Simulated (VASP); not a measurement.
The system is GaN.

```xyz
2
Lattice="0.0000 2.2535 2.2535 2.2535 0.0000 2.2535 2.2535 2.2535 0.0000" Properties=species:S:1:pos:R:3 pbc="T T T"
Ga    0.0000    0.0000    0.0000
N     1.1268    1.1268    1.1268
```

The cell is a database's computed one.

```yaml
Program: VASP 6.6.1
Task: relaxation of cell and atoms
Functional: PBE
Potentials_or_basis: VASP PAW PBE potentials, release 64 (Ga_d, N)
Cutoff: 600 eV
k_mesh: 10 × 10 × 10
Occupations: gaussian, width 0.02 eV
Spin: no spin polarisation
```

At the start: pressure 4.9 GPa; volume 11.44 Å³/atom.

Question: Where does the relaxation end?

Answer: Over 3 steps the energy falls by 4.7 meV/atom and the volume is 11.76 Å³/atom (+2.8 %); space group F-43m (No. 216, to 0.05 Å).

The path:
| step | energy change (eV) | largest force (eV/Å) | pressure (GPa) | volume (Å³) |
| --- | --- | --- | --- | --- |
| 1 | 0.0000 | 0.0000 | 4.92 | 22.89 |
| 2 | -0.0029 | 0.0000 | -3.74 | 24.07 |
| 3 | -0.0095 | 0.0000 | -0.02 | 23.52 |

Final structure:
```xyz
2
Lattice="0.0000 2.2741 2.2741 2.2741 0.0000 2.2741 2.2741 2.2741 0.0000" Properties=species:S:1:pos:R:3 pbc="T T T"
Ga    0.0000    0.0000    0.0000
N     1.1371    1.1371    1.1371
```
